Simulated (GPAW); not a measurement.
CoO:

```
Co O
1.0
     0.00000    2.13150    2.13150
     2.13150    0.00000    2.13150
     2.13150    2.13150    0.00000
Co O
1 1
Direct
  0.00000 0.00000 0.00000
  0.50000 0.50000 0.50000
```

Base run:

| Quantity | Value |
| --- | --- |
| Program | GPAW 26.7.0 |
| Functional | PBEsol |
| Potentials or basis | PAW data sets generated in the run's folder for this functional |
| Cutoff | 800 eV |
| Basis | pw |
| k mesh | 11 × 11 × 11 |
| Occupations | fermi-dirac, width 0.05 eV |
| Spin | collinear spin, ferromagnetic start |
| Starting moments | [2.0, 0.0] μB |

Its results: pressure -10.0 GPa; net moment 2.96 μB per cell; site moments Co +2.53; O +0.25 μB.

Problem. The run is repeated on the same cell with these changes: hubbard terms from none to Co d U = 1 eV. What comes out?

Solution. Pressure -9.1 GPa; net moment 3.00 μB per cell; site moments Co +2.61; O +0.23 μB.

Caveats: a cell with one magnetic atom can't hold antiferromagnetic order, which such compounds often take.

Not every run made on this cell is shown here.
